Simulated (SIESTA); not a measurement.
The system is RuS2 (Laurite).

```
Ru S
1.0
     5.61060    0.00000    0.00000
     0.00000    5.61060    0.00000
     0.00000    0.00000    5.61060
Ru S
4 8
Direct
  0.00000 0.50000 0.50000
  0.50000 0.50000 0.00000
  0.50000 0.00000 0.50000
  0.00000 0.00000 0.00000
  0.38831 0.11169 0.88831
  0.11169 0.88831 0.38831
  0.88831 0.38831 0.11169
  0.61169 0.61169 0.61169
  0.61169 0.88831 0.11169
  0.88831 0.11169 0.61169
  0.11169 0.61169 0.88831
  0.38831 0.38831 0.38831
```

Base run:

```yaml
Program: SIESTA 5.4.2
Functional: PBEsol
Potentials_or_basis: PseudoDojo 0.4 standard (PBEsol files)
Basis: DZP (energy shift 0.003 Ry; two zetas on semicore shells)
Grid_cutoff: 800 Ry
Energy_shift: 0.003 Ry
k_mesh: 5 × 5 × 5
Occupations: fermi-dirac, width 0.05 eV
Spin: no spin polarisation
```

Its results: band gap on the k mesh 0.83 eV, indirect (least direct gap 1.01 eV); pressure -0.3 GPa; largest force 0.367 eV/Å.

Problem. The run is repeated on the same cell with these changes: functional from PBEsol to LDA; potentials or basis from PseudoDojo 0.4 standard (PBEsol files) to PseudoDojo 0.4 standard (LDA files). What comes out?

Solution. Band gap on the k mesh 0.83 eV, indirect (least direct gap 1.00 eV); pressure -3.5 GPa; largest force 0.400 eV/Å.

Caveats: the basis of atomic orbitals isn't converged, which shifts pressures, moduli and gaps.
